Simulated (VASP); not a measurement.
A run of VASP 6.6.1 is set up as follows.

INCAR

```
SYSTEM = AlN
ALGO = Normal
EDIFF = 1E-6
ENCUT = 450
GGA = PE
ISIF = 2
ISMEAR = 0
LASPH = .TRUE.
LCHARG = .TRUE.
LELF = .TRUE.
LREAL = .FALSE.
LVHAR = .TRUE.
LWAVE = .FALSE.
NELM = 100
PREC = Accurate
SIGMA = 0.02
```

Contents of KPOINTS:

```
k-points
0
G
  5 5 4
  0 0 0
```

The input POSCAR:

```
AlN
1.0
    3.3121157418      0.0000000000      0.0000000000
   -1.6560578709      2.8683763727      0.0000000000
    0.0000000000      0.0000000000      4.1875630000
Al N
2 2
Direct
    0.6666666667      0.3333333333      0.2500000000
    0.3333333333      0.6666666667      0.7500000000
    0.6666666667      0.3333333333      0.7500000000
    0.3333333333      0.6666666667      0.2500000000
```

Potentials or basis: VASP PAW PBE potentials, release 64 (Al_GW, N_GW).

The run is started by

```bash
$ cat potpaw_PBE.64/Al_GW/POTCAR potpaw_PBE.64/N_GW/POTCAR > POTCAR
$ mpirun -np 1 vasp_std > vasp.out
```

(1) What does it give for the band gap on the k mesh?

Results:

(1) 3.26 eV, direct.

Caveat: the k mesh is coarse (spacing up to 0.44 Å⁻¹), so the values aren't converged.
